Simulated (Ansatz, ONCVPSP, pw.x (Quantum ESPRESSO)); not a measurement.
Ga (Z = 31) (diamond): variants of one ONCV potential in the solid

- Element: Ga (Z = 31)
- Generator: ONCVPSP 4.0.1
- Type: optimised norm-conserving Vanderbilt (ONCV)
- Functional: PBE
- Relativity: scalar-relativistic
- Frozen core: [Ar] 3d10
- Valence charge: 3
- Reference configuration: 4s2 4p1
- Partial waves: 4s: rc 1.70 bohr, ncon 5, nbas 8, qcut 3.6 1/bohr, 2 projectors, debl 1.2 Ha; 4p: rc 2.05 bohr, ncon 3, nbas 7, qcut 3.7 1/bohr, 2 projectors, debl 1.2 Ha; d scattering state at 0.06 Ha: rc 2.20 bohr, ncon 3, nbas 6, qcut 5 1/bohr, 2 projectors, debl 2.4 Ha
- Local potential: polynomial inside 1.35 bohr (lpopt 5, dvloc0 1 Ha)
- Core correction: Teter function, fcfact 2, rcfact 1.35

Crystal test: diamond Ga in pw.x 7.5, no spin, 8³ k-points, Fermi–Dirac smearing 0.01 Ry, cutoffs set for each file from its atomic test. The reference is all-electron LAPW (Ansatz 0.2.0) with the same functional, mesh and smearing; V0 and B0 come from Birch–Murnaghan fits to the pressures at five volumes. Errors are pseudo minus all-electron; Δ is the rms difference of the E(V) curves that follow from these fits, minima aligned, over ±6 % about the mean V0. Mesh and smearing are coarse, so the numbers serve the comparison and aren't converged zero-temperature values; the lattice is a test structure that the element need not adopt.

All-electron: a0 = 5.883 Å (V0 = 25.45 Å³/atom), B0 = 36.2 GPa.

1 further variants are left out: they gave no file fit for a test, a broken result, the same result as the base, or pressures whose basis-set error rivals the error shown.

| change | cutoffs (Ry) | pw.x | a0 (Å) | a0 error (%) | B0 error (%) | Δ (meV/atom) | mean pressure error (GPa) |
| --- | --- | --- | --- | --- | --- | --- | --- |
| base | 70/280 | converged | 5.861 | -0.37 | +2.8 | 2.3 | -0.41 |
| core correction Teter function, fcfact 2, rcfact 1.22 | 70/280 | converged | 5.863 | -0.34 | +1.2 | 2.1 | -0.37 |

**Question.** Give the row for: core correction Teter function, fcfact 2, rcfact 1.1.

**Answer.** pw.x: converged; mean pressure error (GPa): -0.23; a0 (Å): 5.871; a0 error (%): -0.21; B0 error (%): -0.5; Δ (meV/atom): 1.3.
